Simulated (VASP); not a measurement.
# Ag (Fm-3m) in VASP: settings compared

One crystal, Ag, is run at these levels: PBE+TS, PBEsol+D3, PBEsol+D3(BJ), PBE; tasks: relaxation of cell and atoms, single point.

Everything below comes from runs of VASP 6.6.1. Logs are shortened: lines on timing, memory, paths and dates and some standing lists are left out, and cuts for length are marked.

## 1. The structure

Symmetry: Fm-3m, No. 225, cubic system. The conventional cell has a = 4.085 Å, b = 4.085 Å, c = 4.085 Å, α = 90.00°, β = 90.00°, γ = 90.00°. Ag (site symmetry m-3m) has 12 Ag at 2.89 Å as nearest neighbours.

## 2. Relaxation of cell and atoms, PBE+TS

File INCAR:

```
SYSTEM = Ag
  PREC = Accurate
  ENCUT = 600
  EDIFF = 1E-6
  ISMEAR = -1
  SIGMA = 0.05
  LREAL = .FALSE.
  LASPH = .TRUE.
  NELM = 100
  ALGO = Normal
  ISIF = 3
  LWAVE = .FALSE.
  LCHARG = .FALSE.
  GGA = PE
  IVDW = 2
  IBRION = 2
  NSW = 60
  EDIFFG = -0.01
```

File KPOINTS:

```
regular mesh
0
G
  11 11 11
  0 0 0
```

File POSCAR:

```
Ag
1.0
    0.0000000000      2.0427500000      2.0427500000
    2.0427500000      0.0000000000      2.0427500000
    2.0427500000      2.0427500000      0.0000000000
Ag
1
Direct
    0.0000000000      0.0000000000      0.0000000000
```

Potentials or basis: VASP PAW PBE potentials, release 64 (Ag).

Started as:

```bash
$ cat potpaw_PBE.64/Ag/POTCAR > POTCAR
$ mpirun -np 1 vasp_std > vasp.out
```

OUTCAR:

```text
SYSTEM = Ag
   PREC = Accurate
   ENCUT = 600
   EDIFF = 1E-6
   ISMEAR = -1
   LREAL = .FALSE.
   LASPH = .TRUE.
   NELM = 100
   ISIF = 3
   GGA = PE
   IVDW = 2
   IBRION = 2
   NSW = 60
   EDIFFG = -0.01
  IVDW =   2

 ion  position               nearest neighbor table
   1  0.000  0.000  0.000-

  LATTYP: Found a face centered cubic cell.
 ALAT       =     4.0855000000

  Lattice vectors:

 A1 = (   0.0000000000,   2.0427500000,   2.0427500000)
 A2 = (   2.0427500000,   0.0000000000,   2.0427500000)
 A3 = (   2.0427500000,   2.0427500000,   0.0000000000)

Analysis of symmetry for initial positions (statically):
=====================================================================
 Subroutine PRICEL returns:
 Original cell was already a primitive cell.

 Routine SETGRP: Setting up the symmetry group for a
 face centered cubic supercell.

 Subroutine GETGRP returns: Found 48 space group operations
 (whereof 48 operations were pure point group operations)
 out of a pool of 48 trial point group operations.

The static configuration has the point symmetry O_h .

Analysis of symmetry for dynamics (positions and initial velocities):
=====================================================================
 Subroutine PRICEL returns:
 Original cell was already a primitive cell.

 Routine SETGRP: Setting up the symmetry group for a
 face centered cubic supercell.

 Subroutine GETGRP returns: Found 48 space group operations
 (whereof 48 operations were pure point group operations)
 out of a pool of 48 trial point group operations.

The dynamic configuration has the point symmetry O_h .

 Subroutine INISYM returns: Found 48 space group operations
 (whereof 48 operations are pure point group operations),
 and found     1 'primitive' translations

----------------------------------------------------------------------------------------

                                     Primitive cell

  volume of cell :      17.0481

  direct lattice vectors                    reciprocal lattice vectors
     0.000000000  2.042750000  2.042750000    -0.244768082  0.244768082  0.244768082
     2.042750000  0.000000000  2.042750000     0.244768082 -0.244768082  0.244768082
     2.042750000  2.042750000  0.000000000     0.244768082  0.244768082 -0.244768082

  length of vectors
     2.888884755  2.888884755  2.888884755     0.423950755  0.423950755  0.423950755

  position of ions in fractional coordinates (direct lattice)
     0.000000000  0.000000000  0.000000000

  ion indices of the primitive-cell ions
   primitive index   ion index
                 1           1

----------------------------------------------------------------------------------------

 KPOINTS: regular mesh

Automatic generation of k-mesh.
 Grid dimensions read from file:
 generate k-points for:   11   11   11

 Generating k-lattice:

  Cartesian coordinates                     Fractional coordinates (reciprocal lattice)
    -0.022251644  0.022251644  0.022251644     0.090909091  0.000000000  0.000000000
     0.022251644 -0.022251644  0.022251644     0.000000000  0.090909091  0.000000000
     0.022251644  0.022251644 -0.022251644     0.000000000  0.000000000  0.090909091

  Length of vectors
     0.038540978  0.038540978  0.038540978

  Shift w.r.t. Gamma in fractional coordinates (k-lattice)
     0.000000000  0.000000000  0.000000000

 Subroutine IBZKPT returns following result:
 ===========================================

 Found     56 irreducible k-points:

 Following reciprocal coordinates:
            Coordinates               Weight
  0.000000  0.000000  0.000000      1.000000
  0.090909  0.000000  0.000000      8.000000
  0.181818  0.000000  0.000000      8.000000
  0.272727  0.000000  0.000000      8.000000
  0.363636  0.000000  0.000000      8.000000
  0.454545  0.000000  0.000000      8.000000
[... 16 lines left out ...]
 -0.272727  0.181818  0.000000     24.000000
 -0.181818  0.181818  0.000000     12.000000
 [... further k-points ...]
   k-points           NKPTS =     56   k-points in BZ     NKDIM =     56   number of bands    NBANDS=      9
   number of dos      NEDOS =    301   number of ions     NIONS =      1
   total plane-waves  NPLWV =  13824
   dimension x,y,z NGX =    24 NGY =   24 NGZ =   24
   dimension x,y,z NGXF=    48 NGYF=   48 NGZF=   48
   ions per type =               1
   NGX,Y,Z   is equivalent  to a cutoff of  13.81, 13.81, 13.81 a.u.
   NGXF,Y,Z  is equivalent  to a cutoff of  27.62, 27.62, 27.62 a.u.
 SYSTEM =  Ag
   PREC   = accura    normal or accurate (medium, high low for compatibility)
   ISTART =      0    job   : 0-new  1-cont  2-samecut
   ICHARG =      2    charge: 1-file 2-atom 10-const
   ISPIN  =      1    spin polarized calculation?
   LNONCOLLINEAR =      F non collinear calculations
   LSORBIT =      F    spin-orbit coupling
   LASPH  =      T    aspherical Exc in radial PAW
   ENCUT  =  600.0 eV  44.10 Ry    6.64 a.u.   5.77  5.77  5.77*2*pi/ulx,y,z
   NELM   =    100;   NELMIN=  2; NELMDL= -5     # of ELM steps
   EDIFF  = 0.1E-05   stopping-criterion for ELM
   LREAL  =      F    real-space projection
   EDIFFG = -.1E-01   stopping-criterion for IOM
   NSW    =     60    number of steps for IOM
   IBRION =      2    ionic relax: 0-MD 1-quasi-New 2-CG
   NFREE  =      1    steps in history (QN), initial steepest desc. (CG)
   ISIF   =      3    stress and relaxation
   ISYM   =      2    0-nonsym 1-usesym 2-fastsym
   POTIM  = 0.5000    time-step for ionic-motion
   TEBEG  =    0.0;   TEEND  =   0.0 temperature during run
   PSTRESS=    0.0 pullay stress
   NELECT =      11.0000    total number of electrons
   NUPDOWN=      -1.0000    fix difference up-down
   EMIN   =  10.00;   EMAX   =-10.00  energy-range for DOS
   EFERMI =   0.00;   METHOD = LEGACY
   ISMEAR =    -1;   SIGMA  =   0.05  broadening in eV -4-tet -1-fermi 0-gaus
   EFERMI_NEDOS =   21; number of points for ismear=-14 and -15
   IALGO  =     38    algorithm
   IMIX   =      4    mixing-type and parameters
     AMIX     =   0.40;   BMIX     =  1.00
     AMIX_MAG =   1.60;   BMIX_MAG =  1.00
  volume/ion in A,a.u.               =      17.05       115.05
  Fermi-wavevector in a.u.,A,eV,Ry     =   1.414644  2.673290 27.228221  2.001218
  Thomas-Fermi vector in A             =   2.536165
   LORBIT       =      0    0 simple, 1 ext, 2 COOP (PROOUT), +10 PAW based schemes
   GGA     = PE    functional components
   LHFCALC =     F    Hartree Fock is set to
   AEXX    =    0.0000 exact exchange contribution
   IVDW    =     2    specifies the selected vdW correction
   LEPSILON=     F    determine dielectric tensor
   LRPA    =     F    only Hartree local field effects (RPA)
 conjugate gradient relaxation of ions
 non-spin polarized calculation
  energy-cutoff  :      600.00
  volume of cell :       17.05
 maximum number of plane-waves:       578
   NGX = 11   NGY = 11   NGZ = 11

--------------------------------------- Ionic step        1  -------------------------------------------

 number of electron      10.9999999 magnetization

 Free energy of the ion-electron system (eV)
  ---------------------------------------------------
  ext. energy  EPLUGINS =         0.00000000
  ---------------------------------------------------
  free energy    TOTEN  =        -2.71043407 eV

  energy without entropy =       -2.70761850  energy(sigma->0) =       -2.70902628

------------------------ aborting loop because EDIFF is reached ----------------------------------------

  Tkatchenko/Scheffler method for vdW energy calculation

  Number of pair interactions contributing to vdW energy:   30764

  Edisp (eV):   -0.45731

  FORCE on cell =-STRESS in cart. coord.  units (eV):
  Direction    XX          YY          ZZ          XY          YZ          ZX
  --------------------------------------------------------------------------------------
  -------------------------------------------------------------------------------------
  Total      -0.19529    -0.19529    -0.19529    -0.00000    -0.00000    -0.00000
  in kB     -18.35328   -18.35328   -18.35328    -0.00000    -0.00000    -0.00000
  external pressure =      -18.35 kB  Pullay stress =        0.00 kB
[... 61 lines left out ...]
  energy  without entropy=       -3.1662581391  energy(sigma->0) =       -3.16740504

--------------------------------------- Ionic step        3  -------------------------------------------

 number of electron      11.0000000 magnetization

 Free energy of the ion-electron system (eV)
  ---------------------------------------------------
  ext. energy  EPLUGINS =         0.00000000
  ---------------------------------------------------
  free energy    TOTEN  =        -2.70124453 eV

  energy without entropy =       -2.69875088  energy(sigma->0) =       -2.69999771

 E-fermi :   8.9043     XC(G=0): -12.3123

 val. band max:        8.8534308129   @ k =  -0.4545   0.0909   0.0000
 cond. band min:       8.9632605374   @ k =   0.4545   0.3636   0.0000
 fundamental gap:      0.1098297245
 Fermi energy:         8.9042550501

 k-point     1 :       0.0000    0.0000    0.0000
  band No.  band energies     occupation
      1       0.7731      2.00000
      2       3.7895      2.00000
      3       3.7895      2.00000
      4       3.7895      2.00000
      5       4.8541      2.00000
      6       4.8541      2.00000
      7      24.7253      0.00000
      8      28.4044      0.00000
      9      28.4044      0.00000
[... 265 lines left out ...]
 k-point    24 :      -0.1818    0.1818    0.0000
  band No.  band energies     occupation
      1       2.8340      2.00000
      2       3.3753      2.00000
      3       4.0068      2.00000
      4       4.4200      2.00000
      5       4.4517      2.00000
      6       6.0227      2.00000
      7      20.7249      0.00000
      8      21.1470      0.00000
      9      27.4203      0.00000

 [... further k-points ...]

------------------------ aborting loop because EDIFF is reached ----------------------------------------

  Hirshfeld charges:
            ion         q(e)
   ------------------------------
      1     Ag       0.00000000

  Tkatchenko/Scheffler method for vdW energy calculation

  Number of pair interactions contributing to vdW energy:   31172

  Edisp (eV):   -0.46816

  FORCE on cell =-STRESS in cart. coord.  units (eV):
  Direction    XX          YY          ZZ          XY          YZ          ZX
  --------------------------------------------------------------------------------------
  -------------------------------------------------------------------------------------
  Total       0.00281     0.00281     0.00281     0.00000     0.00000    -0.00000
  in kB       0.26874     0.26874     0.26874     0.00000     0.00000    -0.00000
  external pressure =        0.27 kB  Pullay stress =        0.00 kB
[... 16 lines left out ...]
  FREE ENERGIE OF THE ION-ELECTRON SYSTEM (eV)
  ---------------------------------------------------
  free  energy   TOTEN  =        -3.1694094794 eV

  energy  without entropy=       -3.1669158287  energy(sigma->0) =       -3.16816265

 reached required accuracy - stopping structural energy minimisation
```

It took 17 s on 1 thread of Intel Xeon Platinum 8488C (Sapphire Rapids), shared host; peak memory 0.16 GiB.

What came out:

- Free energy: -3.1694 eV
- Relaxed volume: 16.77 Å³/atom
- Relaxed cell: a = 2.873 Å, b = 2.873 Å, c = 2.873 Å, α = 60.00°, β = 60.00°, γ = 60.00°
- Space group after relaxing (to 0.05 Å): Fm-3m (No. 225)
- Energy gained by relaxing: 1.7 meV/atom
- Ionic steps: 3
- Pressure after relaxing: 0.0 GPa
- Band gap on the k mesh: none (metal or under the smearing width)
- Dispersion energy per atom: -0.468 eV

Step by step:
| step | energy change (eV) | largest force (eV/Å) | pressure (GPa) | volume (Å³) |
| --- | --- | --- | --- | --- |
| 1 | 0.0000 | 0.0000 | -1.84 | 17.05 |
| 2 | -0.0008 | 0.0000 | 1.42 | 16.57 |
| 3 | -0.0017 | 0.0000 | 0.03 | 16.77 |

Final structure:
```yaml
crystal:
  lattice:
    - [0.00000, 2.03141, 2.03141]
    - [2.03141, 0.00000, 2.03141]
    - [2.03141, 2.03141, 0.00000]
  atoms:
    - { symbol: Ag, position: [0.00000, 0.00000, 0.00000] }
```

Levels at points of the mesh, in eV from the Fermi level:
```
           k point  band 4  band 5  band 6  band 7  band 8  band 9
(0.00, 0.00, 0.00)   -5.11   -4.05   -4.05   15.82   19.50   19.50
```

Caveat: atom-pairwise D2, TS and ULG terms overbind metals; pairwise dispersion overbinds metals, which lowers pressure and volume.

[end of part 1 of 2]
